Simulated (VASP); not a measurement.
GaAs:

```
Ga As
1.0
     0.00000    2.82685    2.82685
     2.82685    0.00000    2.82685
     2.82685    2.82685    0.00000
Ga As
1 1
Direct
  0.00000 0.00000 0.00000
  0.25000 0.25000 0.25000
```

Base run:

```yaml
Program: VASP 6.6.1
Functional: PBEsol
Potentials_or_basis: VASP PAW PBE potentials, release 64 (Ga_d, As)
Cutoff: 520 eV
k_mesh: 7 × 7 × 7
Occupations: fermi-dirac, width 0.02 eV
Spin: no spin polarisation
```

Its results: band gap on the k mesh 0.45 eV, direct; pressure 0.3 GPa.

The run is repeated on the same cell with these changes: functional from PBEsol to r2SCAN. What comes out?

Band gap on the k mesh 1.00 eV, direct; pressure 0.6 GPa.

r2SCAN gives the wider gap, since meta-GGAs in the generalised Kohn-Sham scheme recover part of the derivative discontinuity.

Caveats: the PAW data sets were made with another functional, which shifts forces and pressure a little; an odd mesh through Γ misses points on the zone boundary, where band edges often lie (some runs).
